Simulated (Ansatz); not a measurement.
# Mg$_{3}$Sb$_{2}$: the gap against volume

Mg$_{3}$Sb$_{2}$, P-3m1, a = 4.569 Å, c = 7.240 Å. The structure is a COD entry; whether it is the stable form wasn't checked. Ansatz: r2SCAN, PAW, 500 eV, Γ-centred 6×6×4 mesh on 5 atoms, Gaussian smearing 0.02 eV; no spin polarisation. Shape and atoms are relaxed at each volume; x = ln(V/V0) with V0 = 26.182 Å³/atom. The gap is read at the mesh points alone.

| x | gap y (eV) |
| --- | --- |
| -0.0619 | 0.504 |
| -0.0305 | 0.557 |
| 0.0000 | ? |
| 0.0296 | 0.638 |
| 0.0583 | 0.669 |

Question: Fit a straight line to the other rows, give the volume deformation potential of the gap and its pressure coefficient, and predict the missing gap. B0 = 45.9 GPa.

Answer: Means x = -0.001125, y = 0.59200; Σ(Δx)² = 0.009032, ΣΔxΔy = 0.01237; the slope is their ratio. y = 0.5935 + 1.369 x. The slope is the deformation potential a = dE_g/d ln V = 1.37 eV, and dE_g/dP = −a/B0 = -29.8 meV/GPa. At x = 0.0000 the fit asked for gives 0.594 eV. The run gave 0.601 eV, so the fit is 0.007 eV too low, within twice the rms miss on the fitted rows (0.005 eV).

Spin-orbit coupling is left out, which matters for the bands of heavy elements. Semilocal functionals give gaps under the measured ones; changes of the gap mostly carry over better.